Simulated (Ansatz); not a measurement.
# N: the cost of one run

Program: Ansatz 0.2.0. Level of theory: DFT PBE+D3(BJ), scalar-relativistic, plane waves, PAW. These are calculated values, not measurements.

1 further run of the same task is left out (set aside as unsound or not needed).

### 1 The structure to begin with

It takes space group P4_2/mnm (No. 136, tetragonal). The conventional cell has a = 4.094 Å, b = 4.094 Å, c = 5.325 Å, α = 90.00°, β = 90.00°, γ = 90.00°. Around N (site symmetry m2m) lie 1 N at 1.10 Å.

As a file:

```
CELL_PARAMETERS angstrom
4.09432 0.00000 0.00000
0.00000 4.09432 0.00000
0.00000 0.00000 5.32496
ATOMIC_POSITIONS crystal
N 0.90487 0.90487 0.00000
N 0.59513 0.40487 0.50000
N 0.09513 0.09513 0.00000
N 0.40487 0.59513 0.50000
```

It goes back to an entry of the Materials Project, which need not be the stable form.

It is the result of an earlier relaxation at this level (volume 22.32 Å³/atom; gap on the mesh: 6.98 eV).

### 2 The undisturbed cell

input.yaml reads:

```yaml
crystal:
  lattice:
    - [4.0943184148, 0.0, 0.0]
    - [0.0, 4.0943184148, 0.0]
    - [0.0, 0.0, 5.3249599977]
  atoms:
    - { symbol: "N", position: [0.9048714496, 0.9048714496, 0.0] }
    - { symbol: "N", position: [0.5951285504, 0.4048714496, 0.5] }
    - { symbol: "N", position: [0.0951285504, 0.0951285504, 0.0] }
    - { symbol: "N", position: [0.4048714496, 0.5951285504, 0.5] }
basis:
  ecutwfc: 420
kpoints:
  mp_grid: { grid: [6, 6, 4] }
hamiltonian:
  xc: pbe
  dispersion: d3bj
scf:
  occupations: { method: gaussian, width: 0.05 }
output:
  forces: true
  stress: true
  eigenvalues: true
  write_density: true
  write_potential: true
  elf: true
  volumetric_format: npy
```

Command:

```sh
$ ansatz run input.yaml --threads 1 --pin off --max-ram 2560MiB --backend cpu --events-out ev --progress --plain --runs-dir out
```

**Question.** How long does this run take on 1 thread of Intel Xeon 6975P-C (Granite Rapids), shared host, and how much memory does it need?

About 1.2 s, with a peak of 0.37 GiB.
